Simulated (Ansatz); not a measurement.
**CdI2-type TiTe2**

Level of theory: DFT, r²SCAN, scalar-relativistic, no spin polarisation; plane waves to 500 eV with PAW datasets (Ansatz 0.2.0), 10×10×6 k-mesh, Gaussian smearing of 0.05 eV. The datasets are Ansatz's generated set soft_2.

```
CELL_PARAMETERS angstrom
3.81516 0.00000 0.00000
-1.90758 3.30402 0.00000
0.00000 0.00000 6.76799
ATOMIC_POSITIONS crystal
Ti 0.00000 0.00000 0.00000
Te 0.33333 0.66667 0.24920
Te 0.66667 0.33333 0.75080
```

The start was a prototype's sites filled with these elements; the Crystallography Open Database holds the compound in this structure.

At this volume the pressure is 0.06 GPa.

The cell has space group P-3m1 (read at 0.01 Å). In it the stress is 0.05, 0.05, 0.08, 0.00, 0.00, 0.00 GPa and the largest force component 0.001 eV/Å. Each change below starts from this cell, without further relaxation. Stress is in GPa, positive in compression, in the order xx, yy, zz, yz, xz, xy; energies are counted from the cell above and are free energies with the smearing's entropy, which match forces and stress in a metal.

Task: One atom was moved along a Cartesian axis, and these forces appeared. Which atom, and about how far?
```tsv
atom	Fx (eV/Å)	Fy	Fz
Ti1	0.000	0.000	0.255
Te2	0.000	0.000	-0.355
Te3	0.000	0.000	0.100
```

Result: Atom 2 (Te) is moved by 0.05 Å along z; the energy changes by 8.9 meV per cell.

Task: What stress follows from an engineering strain of -2 % in yz, atoms carried along?

Result: -0.27, 0.42, 0.12, 1.09, 0.00, 0.00 GPa; the energy changes by 5.8 meV per cell.
| atom | Fx (eV/Å) | Fy | Fz |
| --- | --- | --- | --- |
| Ti1 | 0.000 | 0.000 | 0.000 |
| Te2 | 0.000 | 0.152 | 0.007 |
| Te3 | 0.000 | -0.152 | -0.007 |
The change of the stress over the strain gives a clamped-atom stiffness of about 54 GPa for this component.
In a harmonic crystal the energy would rise by V(½Cε² − σ₀ε), with σ₀ the stress of the unstrained cell, = 5.8 meV, which matches.

Task: All atoms and the cell are disturbed at random:
```
CELL_PARAMETERS angstrom
3.81829 0.00239 0.02511
-1.90707 3.23571 -0.02334
0.04455 -0.02210 6.82540
ATOMIC_POSITIONS crystal
Ti 0.00632 0.00256 0.99822
Te 0.32967 0.68167 0.25398
Te 0.66401 0.31577 0.74781
```
Give the energy change, the stress and the forces.

Result: 22.0 meV per cell; stress -0.15, 0.50, -0.76, -0.74, 0.20, -0.05 GPa.
```tsv
atom	Fx (eV/Å)	Fy	Fz
Ti1	-0.122	-0.044	0.181
Te2	0.115	-0.132	-0.297
Te3	0.008	0.176	0.116
```

Spin–orbit coupling, which matters for such heavy elements, is left out. The structure is layered, and this functional has no dispersion term, so the layers' spacing is poorly fixed, often too long, and so is what hangs on it. The relaxed cell is 6 % larger in volume than the cell of this structure in the Crystallography Open Database (26.76 Å³/atom, 1981).

When one Te is displaced along z, most of the balancing force falls on Ti (0.255 eV/Å) and less on the other Te (0.100 eV/Å). This fits a sandwich held together mainly by covalent, polar Ti 3d-Te 5p bonds. The smaller Te-Te response mixes contacts within the sandwich with those across the gap, since every periodic image moves too, so it does not measure interlayer bonding.

The yz shear also produces nearly opposite changes in the xx and yy stresses, the coupling that a trigonal crystal allows and a hexagonal one forbids. Inversion symmetry survives the strain, which leaves Ti force-free and gives the two Te atoms opposite forces. Those forces, 0.152 eV/Å along y, show that the carried-along positions are not the equilibrium ones in the sheared cell. Letting the atoms relax would lower the energy, so 54 GPa is an upper bound on the relaxed shear stiffness at this geometry, not a measure of how easily the layers slide.
